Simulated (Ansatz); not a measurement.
GaAs (started from an entry of an open crystallographic database), relaxed with r2SCAN in Ansatz 0.2.0. The symmetry is F-43m (No. 216, cubic); a = 5.666 Å in the conventional setting, 22.74 Å³ an atom. Ga has 4 As at 2.45 Å; As has 4 Ga at 2.45 Å.

The axes x, y and z are those of this cell:
```
Ga As
1.0
     0.00000    2.83308    2.83308
     2.83308    0.00000    2.83308
     2.83308    2.83308    0.00000
Ga As
1 1
Cartesian
  0.0000 0.0000 0.0000
  1.4165 1.4165 1.4165
```

Unstrained: With PBE the gap is 0.466 eV and direct, at Γ. r2SCAN gives a direct gap of 0.962 eV at Γ. The HSE06 gap is direct at Γ: 1.364 eV. Meshes: PBE 8×8×8, r2SCAN 8×8×8, HSE06 6×6×6. Strains are changes of length per length. After each strain the atoms were relaxed again with r2SCAN within the symmetry that the strain leaves, so tilts or polar shifts that break it weren't tested; points keep the names that they have in the unstrained zone. The values are computed, spin-unpolarised, and not measurements.

Task: One strain changed the r2SCAN stress by xx -1.17, yy -1.17, zz -2.98 GPa (compression positive) and the gap by -0.247 eV (PBE), -0.264 eV (r2SCAN), -0.277 eV (HSE06). Which kind of strain was it, and roughly how large?

Result: Uniaxial +2.62 % along z, other directions held. The pattern of the stress gives the kind; the size needs the stiffness, so it is an estimate.

Task: Estimate what uniaxial +1.02 % along x, other directions held does to the gap.

Result: PBE: the gap goes from 0.466 to 0.370 eV (-0.096 eV); with r2SCAN the top three valence levels at Γ, degenerate before, become 2+1 from the top over 61 meV. r2SCAN: the gap goes from 0.962 to 0.860 eV (-0.102 eV). HSE06: the gap goes from 1.364 to 1.257 eV (-0.107 eV). The r2SCAN energy rises by 0.8 meV an atom.

The runs are scalar-relativistic, without spin-orbit coupling.

The meshes of the hybrids are coarse, so their gaps aren't converged to the digits shown.

The splittings at Γ are without spin-orbit coupling, which regroups them where it is of like size or larger.
